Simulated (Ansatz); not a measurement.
## Varying the input for Mg₂Sn

All trials start from this Ansatz input:

```yaml
crystal:
  lattice:
    - [0.0, 3.3801536934, 3.3801536934]
    - [3.3801536934, 0.0, 3.3801536934]
    - [3.3801536934, 3.3801536934, 0.0]
  atoms:
    - { symbol: Mg, position: [0.25, 0.25, 0.25] }
    - { symbol: Mg, position: [0.75, 0.75, 0.75] }
    - { symbol: Sn, position: [0.0, 0.0, 0.0] }
basis:
  ecutwfc: 420
kpoints:
  mp_grid: { grid: [4, 4, 4] }
hamiltonian:
  xc: pbe
scf:
  occupations: { method: gaussian, width: 0.1 }
output:
  forces: true
  stress: true
  eigenvalues: true
```

Command:

```bash
ansatz run input.yaml --threads 1 --pin off --max-ram 1331MiB --backend cpu --events-out ev --progress --plain --runs-dir out
```

The run converges in 6 SCF iterations on 8 irreducible k-points: pressure 1.13 GPa, no gap.

The inputs are trials, many of them unsound on purpose. Their numbers show the effect of the settings and aren't properties of the material. Each trial's input is given as a difference from the reference's; energies are extrapolated to zero smearing where there is one, and pressure is positive in compression. Charged cells sit in a uniform background, and their pressures hang on that convention.

**Question.** Trial 1 (volume scaled):

```diff
 crystal:
   lattice:
-    - [0.0, 3.3801536934, 3.3801536934]
-    - [3.3801536934, 0.0, 3.3801536934]
-    - [3.3801536934, 3.3801536934, 0.0]
+    - [0.0, 3.5102856233, 3.5102856233]
+    - [3.5102856233, 0.0, 3.5102856233]
+    - [3.5102856233, 3.5102856233, 0.0]
+total_charge: -1
 kpoints:
-  mp_grid: { grid: [4, 4, 4] }
+  mp_grid: { grid: [1, 1, 1] }
+  band_path: { path: [VBM, CBM], npoints: 5 }
 scf:
-  occupations: { method: gaussian, width: 0.1 }
+  occupations: { method: cold, width: 0.0054 }
+  lower_state_search: standard
+  n_extra_bands: 5
```

What does the program give?

**Answer.** The run converges in 59 SCF iterations on 1 irreducible k-point: pressure 10.78 GPa (with the neutralising background of the charged cell), no gap.

**Question.** Trial 2:

```diff
 basis:
-  ecutwfc: 420
+  ecutwfc: 510
 hamiltonian:
-  xc: pbe
+  xc: pbesol
 scf:
-  occupations: { method: gaussian, width: 0.1 }
+  occupations: { method: methfessel_paxton }
+  n_extra_bands: 5
 output:
-  stress: true
+  stress: false
```

How does this run end?

**Answer.** The run converges in 6 SCF iterations on 8 irreducible k-points: no gap.

**Question.** Trial 3:

```diff
 kpoints:
-  mp_grid: { grid: [4, 4, 4] }
+  mp_grid: { grid: [3, 5, 2], shift: [0, 0, 0.5] }
```

How does this run end?

**Answer.** The run converges in 6 SCF iterations on 15 irreducible k-points: energy 119 meV per atom below the reference, pressure 0.75 GPa, largest force 0.082 eV/Å, gap on the sampled k-points 1.13 eV (the reference is a metal, so it comes from the sampling or the changed settings). It warns that the mesh lowers the symmetry.